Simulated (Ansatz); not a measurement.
Four zincblende compounds that share partners, relaxed with r2SCAN in Ansatz 0.2.0; the fourth is withheld. No spin polarisation and no zero-point or thermal motion.

```csv
solid,a (Å)
GaN,4.498
GaAs,5.666
BN,3.610
```

Task: If bond lengths are sums of radii, what lattice constant follows for BAs?

Result: a(BAs) ≈ a(GaAs) + a(BN) − a(GaN) = 5.666 + 3.610 − 4.498 = 4.778 Å. The relaxed cell has 4.784 Å, +0.1 % from the sum: the rule holds well here.

Task: How much does a change of partner add, in either pair?

Result: GaN → GaAs: +1.168 Å, and BN → BAs: +1.174 Å; GaN → BN: -0.888 Å, and GaAs → BAs: -0.882 Å. Fixed radii would make each pair equal; they differ by 0.006 Å.
